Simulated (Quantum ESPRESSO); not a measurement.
The system is C.

```
CELL_PARAMETERS angstrom
2.52210 0.00000 0.00000
-1.26105 2.18420 0.00000
0.00000 0.00000 8.23710
ATOMIC_POSITIONS crystal
C 0.66667 0.33333 0.84375
C 0.33333 0.66667 0.34375
C 0.66667 0.33333 0.65625
C 0.33333 0.66667 0.15625
C 0.00000 0.00000 0.90625
C 0.00000 0.00000 0.40625
C 0.00000 0.00000 0.59375
C 0.00000 0.00000 0.09375
```

This is a hexagonal form of diamond, not graphite.

Base run:

```yaml
Program: Quantum ESPRESSO 7.5
Functional: PBE
Potentials_or_basis: Ansatz NC SR PBE
Cutoff: 1116 eV
Density_cutoff: 4463 eV
k_mesh: 12 × 12 × 4
Occupations: fermi-dirac, width 0.05 eV
Spin: no spin polarisation
```

Its results: band gap on the k mesh 4.42 eV, indirect (least direct gap 5.20 eV); pressure 2.2 GPa; largest force 0.328 eV/Å.

Problem. The run is repeated on the same cell with these changes: potentials or basis from Ansatz NC SR PBE to JTH 2.0 PBE; cutoff from 1116 eV to 612 eV; density cutoff from 4463 eV to 3674 eV. What comes out?

Solution. Band gap on the k mesh 4.41 eV, indirect (least direct gap 5.19 eV); pressure 0.6 GPa; largest force 0.330 eV/Å.

Caveats: some levels on the path didn't converge (some runs); the cutoff is low for these files, which shifts pressure and relaxed volume (some runs).
